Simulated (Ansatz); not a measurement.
Set up this calculation in Ansatz 0.2.0, as the native input.

```yaml
Task: band structure
Functional: PBEsol
Potentials_or_basis: all-electron LAPW, scalar-relativistic
Cutoff: 362 eV (chosen from the basis error)
Basis_error_allowed: 0.001 eV/atom
k_mesh: 11 × 11 × 11
Occupations: fermi-dirac, width 0.05 eV
Spin: collinear spin, ferromagnetic start
Starting_moments: "[2.0, 0.0] μB"
```

CoO:

```
Co O
1.0
     1.50547    0.86918    2.43993
    -1.50547    0.86918    2.43993
     0.00000   -1.73837    2.43993
Co O
1 1
Direct
  0.00000 0.00000 0.00000
  0.50000 0.50000 0.50000
```

The cell is a database's computed one.

These files were run (other wordings do the same):

input.yaml

```yaml
crystal:
  lattice:
    - [1.5054695445, 0.8691832468, 2.4399269062]
    - [-1.5054695445, 0.8691832468, 2.4399269062]
    - [0.0, -1.7383664936, 2.4399269062]
  atoms:
    - { symbol: Co, position: [0.0, 0.0, 0.0], spin: 2.0 }
    - { symbol: O, position: [0.5, 0.5, 0.5] }
kpoints:
  mp_grid: { grid: [11, 11, 11] }
  band_path:
    path:
      - [0.0, 0.0, 0.0]
      - [0.5, 0.0, 0.0]
      - [0.5, 0.2512681158, -0.2512681158]
    npoints: 12
scf:
  occupations: { method: fermi_dirac, width: 0.05 }
hamiltonian:
  xc: pbesol
  pseudopotentials: { kind: all_electron, lapw: { basis_error: 0.001 } }
magnetization:
  spin_polarized: true
output:
  forces: true
  stress: true
  eigenvalues: true
```

Potentials or basis: all-electron LAPW, scalar-relativistic.

Command:

```sh
$ ansatz run input.yaml --threads 2 --pin off --max-ram 6144MiB --backend cpu --events-out ev --progress --plain --runs-dir out
```

It gave:

- Pressure: -9.2 GPa
- Band gap along the path: none (metal or under the smearing width)
- Net moment: 2.94 μB per cell
- Absolute moment: 2.95 μB per cell
- Site moments: Co +2.58; O +0.33 μB

Caveat: a cell with one magnetic atom can't hold antiferromagnetic order, which such compounds often take; semilocal functionals often make such compounds metallic where correlation or magnetic order opens a gap, which also shifts bond lengths.

Wall time 28 s on 2 threads of Intel(R) Xeon(R) Platinum 8488C (Sapphire Rapids), on a shared host, peak memory 0.7 GiB.
